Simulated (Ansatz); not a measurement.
# Cobalt, diamond under m-r²SCAN: ground state and equation of state, part 2 of 3

Aim: take cobalt in the diamond structure, relax it, solve it on a dense k-mesh, then scale the cell to 7 volumes from 88 to 112 % of the relaxed one and try a fit of the equation of state. The start is ferromagnetic. The k-meshes are 11×11×11 for the relaxation; 18×18×18 for the dense run; 13×13×13 for the volumes.

Ansatz 0.2.0; DFT, m-r2SCAN, plane waves (500 eV) with PAW, scalar-relativistic. Earlier steps stand in the parts before.

### Step 6. Equation of state: 96 %

This is Co in the diamond structure; at room conditions it is hcp.

Input file input.yaml:

```yaml
crystal:
  lattice:
    - [0.0, 2.3941591354, 2.3941591354]
    - [2.3941591354, 0.0, 2.3941591354]
    - [2.3941591354, 2.3941591354, 0.0]
  atoms:
    - { symbol: Co, position: [0.125, 0.125, 0.125], spin: 0.275 }
    - { symbol: Co, position: [0.875, 0.875, 0.875], spin: 0.275 }
hamiltonian:
  xc: mr2scan
  pseudopotentials:
    kind: paw
    azcp:
      Co: "pseudopotentials/Co.paw.azcp"
basis:
  ecutwfc: 500
  fft_grid_basis: typed
kpoints:
  mp_grid: { grid: [13, 13, 13], shift: [0, 0, 0] }
magnetization:
  spin_polarized: true
scf:
  occupations: { method: fermi_dirac, width: 0.05 }
  lower_state_search: "off"
output:
  stress: true
  write_density: true
  write_potential: true
  elf: true
  volumetric_format: npy
```

Standard output:

```text
Warning: RAYON_NUM_THREADS=2 ignored (pool sized by the plan → 2); use --threads N
Engine: ansatz 0.2.0, x86_64-unknown-linux-gnu
Pseudopotentials: kind: paw
Pseudopotential: Co, paw, valence charge 17, recommended cutoff 500 eV (meta_gga), <dir>
Functional definition: m-r2SCAN
  exchange = m_r2scan_x
  correlation = m_r2scan_c
Crystal: 2 atoms, lattice volume = 27.447 Å³
Basis set: ecut = 500 eV, 725 PW (Γ), exchange–correlation on 100×100×100 points (64 copies of the dense FFT grid, shifted against one another)
Bands: 22, of which v1, the nominal top of the filled ones, is band 17 counted from 1 (16 counted from 0)
Symmetry: 48 space group operations
Space group: Fd-3m (ITA 227), of the structure as read, at distance tolerance 3.0e-5 Å
Magnetic group: BNS 227.128 (UNI 1630), of the structure as read, at distance tolerance 3.0e-5 Å
k-points: 84 of 2197
Non-local potential: Co, projectors of the file, l = 0: 3, l = 1: 2, l = 2: 3, l = 3: 1
PAW form: soft (Blöchl's): semilocal exchange-correlation on the pseudo side does not see the compensation charge
PAW frozen core: Co, regenerated for the run's functional (the file was generated under x = pbe(κ = 0.804, μ = 0.2195149727645171), c = pbe(β = 0.06672455060314922))
PAW one-centre angular grid: Co, 590 points (default); XC on 160 Gauss nodes
Initial density: superposition of atomic densities (chi_scale 0.1, normalization cell)
Starting moments: Σ|m| = 0.55 μB on 2 of 2 sites
Initial wavefunctions: pseudopotential atomic-orbital guess
Functional: x = mr2scan, c = mr2scan; τ floored in thin density (d = 2e-4 eV/Å³)
SCF iter   1: F=-10259.120856 eV  HF=-10259.678315 eV  |F-HF|=5.57e-1  |Δ(HF+E_count)|=         —  Δρ=3.83e-2 (↑3.83e-2 ↓3.10e-2)  dr2=1.27e0  dr2_τ=1.79e-2  dr2_m=7.62e-3  M=0.544 μB ∫|m|=0.544 μB  β_m=1.00  ethr=3.10e-3  ⟨swp⟩=5.5  Hψ=15187  notcnv=0
preconditioner: auto → Kerker (q_TF=auto, 2.827 Å⁻¹)  [metal: Δε(μ)=0.003 eV  Ē_g=7.010 eV  σ=0.050 eV  W_gap=0.01  n_scr=14 (ndim 8)  ℏωp=30.1 eV  f_vac=0.000  D(μ)=3.98/eV (n_scr^D=58)]
spin=Collinear: Kerker preconditioning applied to the charge; magnetization (m = ρ↑ − ρ↓) channel mixes plain (no charge-response kernel on spin).
SCF iter   2: F=-10259.581028 eV  HF=-10259.644812 eV  |F-HF|=6.38e-2  |Δ(HF+E_count)|=   3.35e-2  Δρ=1.87e-2 (↑1.87e-2 ↓1.87e-2)  dr2=4.70e-1  dr2_τ=4.44e-3  dr2_m=2.79e-5  M=0.524 μB ∫|m|=0.527 μB  β_m=0.30  ethr=3.10e-3  ⟨swp⟩=2.0  Hψ=6328  notcnv=0  κ⁻¹=1.0e0(r=1)
SCF iter   3: F=-10259.657184 eV  HF=-10259.660894 eV  |F-HF|=3.71e-3  |Δ(HF+E_count)|=   1.61e-2  Δρ=1.21e-2 (↑1.20e-2 ↓1.21e-2)  dr2=1.76e-1  dr2_τ=9.24e-4  dr2_m=1.64e-4  M=0.513 μB ∫|m|=0.516 μB  β_m=0.30  ethr=1.38e-3  ⟨swp⟩=2.0  Hψ=4992  notcnv=0  κ⁻¹=2.8e-2(r=2)
SCF iter   4: F=-10259.673157 eV  HF=-10259.637293 eV  |F-HF|=3.59e-2  |Δ(HF+E_count)|=   2.36e-2  Δρ=4.47e-3 (↑4.47e-3 ↓3.28e-3)  dr2=7.20e-3  dr2_τ=3.14e-4  dr2_m=4.59e-4  M=0.499 μB ∫|m|=0.503 μB  β_m=0.30  ethr=5.17e-4  ⟨swp⟩=3.3  Hψ=7612  notcnv=0  κ⁻¹=2.9e-5(r=3)
SCF iter   5: F=-10259.603893 eV  HF=-10259.694478 eV  |F-HF|=9.06e-2  |Δ(HF+E_count)|=   5.72e-2  Δρ=1.58e-2 (↑1.58e-2 ↓9.39e-3)  dr2=9.50e-2  dr2_τ=2.77e-4  dr2_m=2.99e-3  M=0.461 μB ∫|m|=0.469 μB  β_m=0.30  ethr=2.12e-5  ⟨swp⟩=3.0  Hψ=9633  notcnv=0  κ⁻¹=1.1e-5(r=4)
SCF iter   6: F=-10259.664531 eV  HF=-10259.677793 eV  |F-HF|=1.33e-2  |Δ(HF+E_count)|=   1.67e-2  Δρ=7.50e-3 (↑7.50e-3 ↓3.34e-3)  dr2=1.79e-2  dr2_τ=1.58e-3  dr2_m=1.39e-3  M=0.463 μB ∫|m|=0.470 μB  β_m=1.00  ethr=2.12e-5  ⟨swp⟩=2.0  Hψ=8319  notcnv=0  κ⁻¹=2.4e-6(r=5)
SCF iter   7: F=-10259.681352 eV  HF=-10259.682741 eV  |F-HF|=1.39e-3  |Δ(HF+E_count)|=   4.95e-3  Δρ=8.74e-4 (↑8.74e-4 ↓5.72e-4)  dr2=5.77e-4  dr2_τ=1.99e-4  dr2_m=1.67e-5  M=0.458 μB ∫|m|=0.466 μB  β_m=0.30  ethr=2.12e-5  ⟨swp⟩=2.0  Hψ=8240  notcnv=0  κ⁻¹=4.9e-7(r=6)
SCF iter   8: F=-10259.682234 eV  HF=-10259.683613 eV  |F-HF|=1.38e-3  |Δ(HF+E_count)|=   8.73e-4  Δρ=1.98e-3 (↑1.48e-3 ↓1.98e-3)  dr2=1.83e-3  dr2_τ=2.47e-6  dr2_m=1.86e-5  M=0.457 μB ∫|m|=0.465 μB  β_m=1.20  ethr=1.70e-6  ⟨swp⟩=2.0  Hψ=7877  notcnv=0
Mixer restart at iter 8: flushing history
spin-set hold released at iteration 8 (site moments contracting): the magnetisation degrees of freedom join the quasi-Newton model from the next iteration; the mixer history was flushed
SCF iter   9: F=-10259.682535 eV  HF=-10259.683166 eV  |F-HF|=6.31e-4  |Δ(HF+E_count)|=   4.47e-4  Δρ=1.40e-3 (↑7.22e-4 ↓1.40e-3)  dr2=7.31e-4  dr2_τ=2.37e-5  dr2_m=3.21e-5  M=0.451 μB ∫|m|=0.459 μB  β_m=1.20  ethr=1.70e-6  ⟨swp⟩=1.1  Hψ=4623  notcnv=0  κ⁻¹=1.0e0(r=1)
SCF iter  10: F=-10259.682738 eV  HF=-10259.682728 eV  |F-HF|=9.67e-6  |Δ(HF+E_count)|=   4.37e-4  Δρ=5.44e-4 (↑1.72e-4 ↓5.44e-4)  dr2=9.45e-5  dr2_τ=4.20e-7  dr2_m=1.70e-5  M=0.438 μB ∫|m|=0.446 μB  β_m=1.20  ethr=1.70e-6  ⟨swp⟩=2.1  Hψ=6571  notcnv=0  κ⁻¹=7.6e-2(r=2)
SCF iter  11: F=-10259.682840 eV  HF=-10259.682689 eV  |F-HF|=1.50e-4  |Δ(HF+E_count)|=   3.92e-5  Δρ=5.49e-4 (↑5.49e-4 ↓1.68e-4)  dr2=2.61e-5  dr2_τ=6.36e-7  dr2_m=1.99e-5  M=0.428 μB ∫|m|=0.436 μB  β_m=1.20  ethr=2.78e-7  ⟨swp⟩=2.0  Hψ=5227  notcnv=0  κ⁻¹=2.7e-3(r=3)
SCF iter  12: F=-10259.682857 eV  HF=-10259.682768 eV  |F-HF|=8.95e-5  |Δ(HF+E_count)|=   7.87e-5  Δρ=3.51e-4 (↑3.51e-4 ↓2.13e-4)  dr2=3.56e-6  dr2_τ=1.98e-7  dr2_m=1.85e-5  M=0.425 μB ∫|m|=0.432 μB  β_m=1.20  ethr=7.67e-8  ⟨swp⟩=1.8  Hψ=5927  notcnv=0  κ⁻¹=5.4e-4(r=4)
SCF iter  13: F=-10259.682933 eV  HF=-10259.682878 eV  |F-HF|=5.47e-5  |Δ(HF+E_count)|=   1.10e-4  Δρ=3.85e-4 (↑3.85e-4 ↓5.64e-5)  dr2=2.38e-5  dr2_τ=1.04e-7  dr2_m=9.91e-6  M=0.403 μB ∫|m|=0.409 μB  β_m=1.20  ethr=1.05e-8  ⟨swp⟩=2.8  Hψ=7326  notcnv=0  κ⁻¹=2.2e-4(r=5)
SCF iter  14: F=-10259.682969 eV  HF=-10259.682948 eV  |F-HF|=2.11e-5  |Δ(HF+E_count)|=   6.93e-5  Δρ=4.66e-4 (↑4.66e-4 ↓1.02e-4)  dr2=4.86e-5  dr2_τ=1.48e-7  dr2_m=9.42e-6  M=0.387 μB ∫|m|=0.393 μB  β_m=1.20  ethr=1.05e-8  ⟨swp⟩=2.5  Hψ=7007  notcnv=0  κ⁻¹=1.2e-4(r=6)
SCF iter  15: F=-10259.682965 eV  HF=-10259.682943 eV  |F-HF|=2.25e-5  |Δ(HF+E_count)|=   4.97e-6  Δρ=4.70e-4 (↑4.70e-4 ↓1.01e-4)  dr2=4.90e-5  dr2_τ=1.46e-7  dr2_m=9.73e-6  M=0.388 μB ∫|m|=0.395 μB  β_m=1.20  ethr=1.05e-8  ⟨swp⟩=1.0  Hψ=3728  notcnv=0  κ⁻¹=5.7e-7(r=7)
SCF iter  16: F=-10259.683021 eV  HF=-10259.682995 eV  |F-HF|=2.65e-5  |Δ(HF+E_count)|=   5.25e-5  Δρ=2.12e-4 (↑2.12e-4 ↓4.58e-5)  dr2=5.46e-6  dr2_τ=2.89e-8  dr2_m=3.86e-6  M=0.368 μB ∫|m|=0.373 μB  β_m=1.20  ethr=1.05e-8  ⟨swp⟩=2.4  Hψ=6956  notcnv=0  κ⁻¹=6.8e-8(r=8)
SCF iter  17: F=-10259.683040 eV  HF=-10259.683024 eV  |F-HF|=1.64e-5  |Δ(HF+E_count)|=   2.89e-5  Δρ=1.90e-4 (↑1.90e-4 ↓5.18e-5)  dr2=3.24e-6  dr2_τ=1.63e-8  dr2_m=3.52e-6  M=0.358 μB ∫|m|=0.363 μB  β_m=1.20  ethr=1.05e-8  ⟨swp⟩=2.5  Hψ=6601  notcnv=0  κ⁻¹=1.6e-7(r=8)
SCF iter  18: F=-10259.683091 eV  HF=-10259.683089 eV  |F-HF|=2.00e-6  |Δ(HF+E_count)|=   6.47e-5  Δρ=1.29e-4 (↑1.29e-4 ↓7.27e-5)  dr2=4.67e-7  dr2_τ=2.86e-8  dr2_m=2.51e-6  M=0.303 μB ∫|m|=0.307 μB  β_m=1.20  ethr=9.53e-9  ⟨swp⟩=3.0  Hψ=8086  notcnv=0  κ⁻¹=3.5e-7(r=8)
SCF iter  19: F=-10259.683093 eV  HF=-10259.683089 eV  |F-HF|=3.80e-6  |Δ(HF+E_count)|=   5.14e-7  Δρ=1.08e-4 (↑1.08e-4 ↓9.33e-5)  dr2=6.25e-8  dr2_τ=3.68e-8  dr2_m=2.49e-6  M=0.293 μB ∫|m|=0.296 μB  β_m=1.20  ethr=2.94e-10  ⟨swp⟩=7.0  Hψ=26520  notcnv=0  κ⁻¹=5.5e-7(r=8)
SCF iter  20: F=-10259.683082 eV  HF=-10259.683081 eV  |F-HF|=5.55e-7  |Δ(HF+E_count)|=   7.70e-6  Δρ=1.71e-4 (↑1.38e-4 ↓1.71e-4)  dr2=2.58e-7  dr2_τ=6.38e-8  dr2_m=5.96e-6  M=0.320 μB ∫|m|=0.324 μB  β_m=1.20  ethr=1.84e-10  ⟨swp⟩=11.6  Hψ=33234  notcnv=0  κ⁻¹=1.4e-6(r=8)
SCF iter  21: F=-10259.683084 eV  HF=-10259.683083 eV  |F-HF|=1.39e-7  |Δ(HF+E_count)|=   1.90e-6  Δρ=1.33e-4 (↑1.10e-4 ↓1.33e-4)  dr2=1.34e-7  dr2_τ=3.94e-8  dr2_m=3.70e-6  M=0.318 μB ∫|m|=0.322 μB  β_m=1.20  ethr=1.84e-10  ⟨swp⟩=2.0  Hψ=6586  notcnv=0  κ⁻¹=2.9e-6(r=8)
SCF iter  22: F=-10259.683092 eV  HF=-10259.683091 eV  |F-HF|=3.24e-7  |Δ(HF+E_count)|=   8.08e-6  Δρ=2.00e-5 (↑6.45e-6 ↓2.00e-5)  dr2=4.77e-8  dr2_τ=2.39e-9  dr2_m=3.05e-8  M=0.300 μB ∫|m|=0.304 μB  β_m=1.20  ethr=1.84e-10  ⟨swp⟩=11.2  Hψ=30699  notcnv=0  κ⁻¹=3.3e-6(r=8)
SCF iter  23: F=-10259.683095 eV  HF=-10259.683095 eV  |F-HF|=2.67e-8  |Δ(HF+E_count)|=   3.12e-6  Δρ=2.95e-5 (↑1.37e-5 ↓2.95e-5)  dr2=4.67e-8  dr2_τ=1.49e-9  dr2_m=1.14e-7  M=0.281 μB ∫|m|=0.284 μB  β_m=1.20  ethr=1.40e-10  ⟨swp⟩=11.3  Hψ=31734  notcnv=0  κ⁻¹=3.0e-6(r=8)
SCF iter  24: F=-10259.683095 eV  HF=-10259.683095 eV  |F-HF|=3.30e-8  |Δ(HF+E_count)|=   4.32e-8  Δρ=2.02e-5 (↑9.46e-6 ↓2.02e-5)  dr2=2.12e-8  dr2_τ=6.08e-10  dr2_m=5.39e-8  M=0.279 μB ∫|m|=0.282 μB  β_m=1.20  ethr=1.37e-10  ⟨swp⟩=8.6  Hψ=23351  notcnv=0  κ⁻¹=5.7e-6(r=8)
iter 25 did not close the SCF: its close was put off for a magnetic moment that had not settled (scf_convergence_deferred on its scf_iter line)
SCF iter  25: F=-10259.683095 eV  HF=-10259.683095 eV  |F-HF|=1.53e-8  |Δ(HF+E_count)|=   8.01e-8  Δρ=4.43e-6 (↑1.99e-6 ↓4.43e-6)  dr2=1.33e-9  dr2_τ=3.63e-11  dr2_m=2.23e-9  M=0.280 μB ∫|m|=0.283 μB  β_m=1.20  ethr=6.24e-11  ⟨swp⟩=7.8  Hψ=21382  notcnv=0  κ⁻¹=2.7e-6(r=8)
iter 26 did not close the SCF: its close was put off for a magnetic moment that had not settled (scf_convergence_deferred on its scf_iter line)
SCF iter  26: F=-10259.683095 eV  HF=-10259.683095 eV  |F-HF|=2.66e-9  |Δ(HF+E_count)|=   1.35e-8  Δρ=2.72e-6 (↑2.24e-6 ↓2.72e-6)  dr2=1.32e-10  dr2_τ=1.14e-11  dr2_m=1.49e-9  M=0.283 μB ∫|m|=0.286 μB  β_m=1.20  ethr=3.90e-12  ⟨swp⟩=4.8  Hψ=23509  notcnv=0  κ⁻¹=1.1e-6(r=8)
SCF iter  27: F=-10259.683095 eV  HF=-10259.683095 eV  |F-HF|=1.29e-9  |Δ(HF+E_count)|=   1.20e-8  Δρ=8.77e-7 (↑7.93e-7 ↓8.77e-7)  dr2=1.20e-11  dr2_τ=8.31e-13  dr2_m=1.65e-10  M=0.282 μB ∫|m|=0.286 μB  ethr=1.00e-12  ⟨swp⟩=4.6  Hψ=20753  notcnv=0
SCF 1 converged in 27 iterations: F = -10259.683095 eV  dr2 = 1.20e-11
this state was not tested for a lower state beside it, because the mixer in use, unlike msr1, does not test its closes by its own steps (another_mixer; see scf.mixing.algorithm and scf.lower_state_search)
SCF converged after 27 iterations
Magnetization: 0.2824 μB (17.1412 up, 16.8588 down)
Absolute magnetization: 0.2859 μB (∫|ρ↑−ρ↓|, with the PAW one-centre terms)
Spin contamination: 0.0008 ħ² per cell (⟨S²⟩ above its minimum at these occupations)
Per-site moments (μB) at R_I (Å): [(0.1361796025116408, 0.8552785856830819), (0.1361796025116405, 0.8552785856830819)]
Free energy (F): -10259.683095 eV
Harris-Foulkes:  -10259.683095 eV  (|F-HF|=1.29e-9)
Internal energy: -10259.651848 eV  (E = F + TS)
E sigma→0 (E₀):  -10259.667471 eV
Entropy (-TS):   -0.031247 eV (-15.623 meV/atom)
Fermi energy:    13.820494 eV
--- Per-component energies (eV) ---
  E_band       = -702.623781
  E_kinetic    = 918.545264
  E_local      = -7011.068162  (includes V_loc(G=0)·N_el)
  E_nonlocal   = 919.352995
  E_hartree    = 2966.302807
  E_xc         = -314.608176
  E_vxc        = -459.031316  (∫ρ·V_xc dr)
  E_paw        = -3055.953650  (= ΣΔE_a)
  E_vpaw       = -1032.568103  (= ΣTr[D̂ρ^β])
  E_aug_tail   = 0.000068  (compensation charges beyond the density's cutoff)
  E_vtau       = 29.539978  (kinetic-family band-sum trace: ∫τ·v_τ [+ j·A + Jᵃ·Aᵃ] dr)
  E_ewald      = -4681.632581
  E_core_change = -0.590412  (= ΣΔE_core)
  E_smearing   = -0.031247  (= −TS)
  E_closure    = 0.000000  (closes the sum)
  Σ components = -10259.683095   (vs F -10259.683095, Δ=0.00e0)
--- Stress (GPa, compression-positive) ---
        6.197944       0.000000      -0.000000
        0.000000       6.197944       0.000000
        0.000000       0.000000       6.197944
  P = ⅓ Tr σ = 6.1979 GPa (61.979 kbar)
--- Band table (eV; the first three rows and the last of 168) ---
  k-point 0 ↑: bands = ["-85.2699", "-84.9412", "-47.2216", "-47.2216", "-47.2216", "-46.7003", "-46.7003", "-46.7003", "6.1280", "10.1877", "10.1877", "10.4189", "10.4189", "10.4189", "12.5565", "12.5565", "12.5565", "14.0366", "14.0366", "28.2970", "28.2970", "28.2970"]
  k-point 1 ↑: bands = ["-85.2663", "-84.9446", "-47.2252", "-47.2252", "-47.2209", "-46.7018", "-46.6968", "-46.6968", "6.2576", "10.1102", "10.1102", "10.4271", "10.5285", "10.5285", "12.4956", "12.5457", "12.5457", "14.0380", "14.0380", "25.9087", "27.3734", "27.3734"]
  k-point 2 ↑: bands = ["-85.2557", "-84.9547", "-47.2348", "-47.2348", "-47.2192", "-46.7057", "-46.6873", "-46.6873", "6.6390", "10.0233", "10.0233", "10.4578", "10.6927", "10.6927", "12.3216", "12.5331", "12.5331", "14.0372", "14.0372", "23.3412", "26.4842", "26.4842"]
  k-point 83 ↓: bands = ["-84.9153", "-84.8856", "-47.1583", "-47.1485", "-46.8149", "-46.7498", "-46.4099", "-46.4015", "9.5719", "9.6101", "10.9420", "10.9950", "11.4236", "11.5840", "11.8888", "12.1538", "14.4227", "14.4382", "15.7695", "16.8539", "17.1410", "17.8648"]
```

Wall time 12 s (2 threads of an x86-64 CPU, shared host); peak memory 0.53 GiB.

The maps below are laid out on this run's own conventional cell (a, b, c = 4.788, 4.788, 4.788 Å).

Density in a lattice plane of the grid's cell (edges 4.79 and 4.79 Å, at 0.125 of the third edge), which holds Co. It is the smooth density of the valence electrons, not physical close to the nuclei.

Values in e/Å³, 12 rows by 12 columns:
```
 0.32  0.39  0.40  0.31  0.26  0.22  0.18  0.17  0.17  0.18  0.22  0.25
 0.18  0.16  0.16  0.18  0.22  0.26  0.31  0.40  0.40  0.31  0.28  0.22
 0.12  0.10  0.10  0.12  0.18  0.31  0.86  3.04  3.05  0.84  0.31  0.18
 0.10  0.07  0.07  0.10  0.16  0.40  3.05 26.93 27.58  3.05  0.40  0.17
 0.10  0.07  0.07  0.10  0.16  0.39  3.00 26.99 26.93  3.04  0.40  0.17
 0.12  0.10  0.10  0.12  0.18  0.32  0.85  3.00  3.05  0.86  0.31  0.18
 0.18  0.17  0.17  0.18  0.22  0.25  0.32  0.39  0.40  0.31  0.26  0.22
 0.31  0.40  0.40  0.31  0.28  0.22  0.18  0.16  0.16  0.18  0.22  0.26
 0.86  3.04  3.05  0.84  0.31  0.18  0.12  0.10  0.10  0.12  0.18  0.31
 3.05 26.93 27.58  3.05  0.40  0.17  0.10  0.07  0.07  0.10  0.16  0.40
 3.00 26.99 26.93  3.04  0.40  0.17  0.10  0.07  0.07  0.10  0.16  0.39
 0.85  3.00  3.05  0.86  0.31  0.18  0.12  0.10  0.10  0.12  0.18  0.32
```
Columns run along the first of these edges and rows up along the second, over one cell in 12 and 12 even steps from the bottom left corner. Atoms in the plane (fractional): Co at (0.12, 0.12), Co at (0.62, 0.62).

Spin density (up less down) in a lattice plane of the grid's cell (edges 4.79 and 4.79 Å, at 0.125 of the third edge), which holds Co.

Values in e/Å³, 12 rows by 12 columns:
```
0.00 0.00 0.00 0.00 0.00 0.00 0.00 0.00 0.00 0.00 0.00 0.00
0.00 0.00 0.00 0.00 0.00 0.00 0.00 0.00 0.00 0.00 0.00 0.00
0.00 0.00 0.00 0.00 0.00 0.00 0.01 0.02 0.02 0.01 0.00 0.00
0.00 0.00 0.00 0.00 0.00 0.00 0.02 0.27 0.28 0.02 0.00 0.00
0.00 0.00 0.00 0.00 0.00 0.00 0.02 0.27 0.27 0.02 0.00 0.00
0.00 0.00 0.00 0.00 0.00 0.00 0.01 0.02 0.02 0.01 0.00 0.00
0.00 0.00 0.00 0.00 0.00 0.00 0.00 0.00 0.00 0.00 0.00 0.00
0.00 0.00 0.00 0.00 0.00 0.00 0.00 0.00 0.00 0.00 0.00 0.00
0.01 0.02 0.02 0.01 0.00 0.00 0.00 0.00 0.00 0.00 0.00 0.00
0.02 0.27 0.28 0.02 0.00 0.00 0.00 0.00 0.00 0.00 0.00 0.00
0.02 0.27 0.27 0.02 0.00 0.00 0.00 0.00 0.00 0.00 0.00 0.00
0.01 0.02 0.02 0.01 0.00 0.00 0.00 0.00 0.00 0.00 0.00 0.00
```
Columns run along the first of these edges and rows up along the second, over one cell in 12 and 12 even steps from the bottom left corner. Atoms in the plane (fractional): Co at (0.12, 0.12), Co at (0.62, 0.62).

(Part 2 of 3 ends here.)
